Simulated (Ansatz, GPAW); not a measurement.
Given: the input of a run of Ansatz 0.2.0 on Hf (Hafnium). 

File input.yaml:

```yaml
crystal:
  lattice:
    - [3.1967, 0.0, 0.0]
    - [-1.59835, 2.7684234083, 0.0]
    - [0.0, 0.0, 5.0578]
  atoms:
    - { symbol: Hf, position: [0.6666666667, 0.3333333333, 0.75] }
    - { symbol: Hf, position: [0.3333333333, 0.6666666667, 0.25] }
kpoints:
  mp_grid: { grid: [10, 10, 5] }
scf:
  occupations: { method: gaussian, width: 0.016 }
hamiltonian:
  xc: pbe
  pseudopotentials: { kind: all_electron, lapw: { basis_error: 0.001 } }
output:
  forces: true
  stress: true
  eigenvalues: true
```

Potentials or basis: all-electron LAPW, scalar-relativistic.

Launch:

```sh
$ ansatz run input.yaml --threads 1 --pin off --max-ram 3072MiB --backend cpu --events-out ev --progress --plain --runs-dir out
```

Question: Translate it to GPAW 26.7.0 (ASE script). Potentials or basis there: GPAW PAW data sets (gpaw-data 1.2.1), cutoff 600 eV.

Answer: As run (cutoffs and basis follow the program's own potentials, and thresholds, step limits or extra output files can differ):

Contents of run.py:

```python
from ase.dft.bandgap import bandgap
from ase.io import read, write
from ase.units import GPa
from gpaw import GPAW, PW

atoms = read('POSCAR')

calc = GPAW(mode=PW(600),
            xc='PBE',
            kpts={'size': (10, 10, 5), 'gamma': True},
            occupations={'name': 'methfessel-paxton', 'order': 0, 'width': 0.016},
            nbands=24,
            convergence={'density': 1e-05, 'energy': 1e-05},
            maxiter=150,
            txt='gpaw.txt')
atoms.calc = calc
energy = atoms.get_potential_energy()
forces = atoms.get_forces()
stress = atoms.get_stress()
calc.write('gs.gpw')
write('result.traj', atoms)
print(f'Energy: {energy:.6f} eV')
print('Forces (eV/A):')
print(forces.round(4))
print('Stress (GPa):', (stress / GPa).round(3))
print('Fermi level:', round(calc.get_fermi_level(), 4), 'eV')
print(f'Gap: {bandgap(calc)[0]:.4f} eV, direct: {bandgap(calc, direct=True)[0]:.4f} eV')
```

The input POSCAR:

```
Hf
1.0
    3.1967000000      0.0000000000      0.0000000000
   -1.5983500000      2.7684234083      0.0000000000
    0.0000000000      0.0000000000      5.0578000000
Hf
2
Direct
    0.6666666667      0.3333333333      0.7500000000
    0.3333333333      0.6666666667      0.2500000000
```

Potentials or basis: GPAW PAW data sets (gpaw-data 1.2.1), pw.

The run is started by

```console
$ OMP_NUM_THREADS=1 python run.py
```

Both were run:

|  | Ansatz | GPAW |
| --- | --- | --- |
| Pressure | 0.6 GPa | 0.9 GPa |

Where Ansatz's input types no cutoff or centring, it takes its own default and a Γ-centred mesh.

Pressure is positive in compression.
